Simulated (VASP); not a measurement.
A run of VASP 6.6.1:

The input INCAR:

```
PREC = Accurate
ENCUT = 800
EDIFF = 1E-8
ISMEAR = 0
SIGMA = 0.01
LREAL = False
LASPH = True
NELM = 100
ALGO = Normal
ISIF = 2
LWAVE = False
LCHARG = False
GGA = PE
LEPSILON = True
```

File KPOINTS:

```
regular mesh
0
Gamma
  13 13 8
```

File POSCAR:

```
CdS
1.0
    4.2611695877      0.0000000000      0.0000000000
   -2.1305847939      3.6902811128      0.0000000000
    0.0000000000      0.0000000000      5.8041729400
Cd S
1 1
Direct
    0.0000000000      0.0000000000      0.4426919200
    0.6666666667      0.3333333333      0.4343080800
```

Potentials or basis: VASP PAW PBE potentials, release 64 (Cd, S).

The run is started by

```console
$ cat potpaw_PBE.64/Cd/POTCAR potpaw_PBE.64/S/POTCAR > POTCAR
$ mpirun -np 1 vasp_std > vasp.out
```

Hardware: 1 thread of Intel(R) Xeon(R) 6975P-C (Granite Rapids), with other jobs on the host.

Q: How long does it take, and how much memory?

A: Wall time 33 min on 1 thread of Intel(R) Xeon(R) 6975P-C (Granite Rapids), with other jobs on the host, peak memory 3.1 GiB. Counts: scf iterations 120, k points 147.
